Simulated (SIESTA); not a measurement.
Runs of SIESTA 5.4.2 on PtS2. Symmetry: P-3m1, No. 164, trigonal system. The conventional cell has a = 3.543 Å, b = 3.543 Å, c = 5.039 Å, α = 90.00°, β = 90.00°, γ = 120.00°. Around Pt (site symmetry -3m) lie 6 S at 2.34 Å. Around S (site symmetry 3m) lie 3 Pt at 2.34 Å. 

```tsv
task	level	potentials or basis	broadening (eV)	window to (eV)	polarisation	direction	optical mesh offset	gap on the mesh (eV)	pressure (GPa)	largest force (eV/Å)
band structure	LDA	PseudoDojo 0.4 standard (LDA files), DZP (energy shift 0.003 Ry; two zetas on semicore shells)	-	-	-	-	-	(a)	6.7	1.47
band structure	PBEsol	PseudoDojo 0.4 standard (PBEsol files), DZP (energy shift 0.003 Ry; two zetas on semicore shells)	-	-	-	-	-	(b)	9.5	1.61
band structure	PBE	PseudoDojo 0.4 standard (PBE files), DZP (energy shift 0.003 Ry; two zetas on semicore shells)	-	-	-	-	-	0.97	14.7	1.92
optical spectrum	PBE	PseudoDojo 0.4 standard (PBE files), DZP (energy shift 0.003 Ry; two zetas on semicore shells)	0.3 eV	40 eV	polarized	1.0 0.0 0.0	true	0.97	14.7	1.92
```

Alike in all rows: no spin polarisation; cell as given; k mesh 9 × 9 × 5; smearing fermi-dirac 0.05 eV; grid cutoff 800 Ry; energy shift 0.003 Ry.

Problem. Fill in the values left out.

Solution. (a) 0.87; (b) 0.91.

Caveats: short orbitals over semicore shells can move pressures by several GPa; spin-orbit coupling is left out, which moves the levels of the heavy elements; the basis of atomic orbitals isn't converged, which shifts pressures, moduli and gaps; forces of over 1 eV/Å show positions far from the minimum, so gaps and moduli don't describe the material at rest; the basis holds too few empty states to meet the f-sum rule, so the spectrum is short of weight at high energy (some runs); spectra need much finer meshes, so this one isn't converged (some runs); independent-particle spectra lack excitons (some runs).

A k mesh can miss the band edges, and the runs leave out spin-orbit coupling on Pt.
